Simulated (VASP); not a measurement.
A run of VASP 6.6.1:

Contents of INCAR:

```
SYSTEM = BaTiO3
  PREC = Accurate
  ENCUT = 520
  EDIFF = 1E-8
  ISMEAR = 0
  SIGMA = 0.02
  LREAL = .False.
  LASPH = .True.
  NELM = 60
  ALGO = Normal
  ISIF = 2
  LWAVE = .False.
  LCHARG = .False.
  METAGGA = R2SCAN
  LMIXTAU = .True.
  IBRION = 6
  NFREE = 2
  POTIM = 0.015
  NSW = 1
  KPAR = 8
```

File KPOINTS:

```
Automatic mesh
0
Gamma
  8 8 8
  0 0 0
```

File POSCAR:

```
BaTiO3                                  
1.0
    3.9797763635      0.0000000000      0.0000000000
    0.0000000000      2.8658677174      2.8802573396
    0.0000000000     -2.8658677174      2.8802573396
  Ba              Ti              O             
     1     1     3
Direct
     0.0000000000000000    0.0074042537628998    0.0074042537628998
     0.5000000000000000    0.5228185020552019    0.5228185020552019
     0.0000000000000000    0.4913105084988771    0.4913105084988771
     0.5000000000000000    0.4944172703283556    0.9809294653546630
     0.5000000000000000    0.9809294653546630    0.4944172703283556
```

Potentials or basis: VASP PAW PBE potentials, release 64 (Ba_sv, Ti_sv, O).

Launch:

```sh
$ cat potpaw_PBE.64/Ba_sv/POTCAR potpaw_PBE.64/Ti_sv/POTCAR potpaw_PBE.64/O/POTCAR > POTCAR
$ mpirun -np 8 vasp_std > vasp.out
```

Hardware: 8 MPI ranks on AMD EPYC 7R43 64-Core Processor (Zen 3), on a shared host.

Estimate the wall time of this run.

Wall time 54 min on 8 MPI ranks on AMD EPYC 7R43 64-Core Processor (Zen 3), with other jobs on the host, peak memory 0.71 GiB a rank. Counts: scf iterations 365, k points 105.
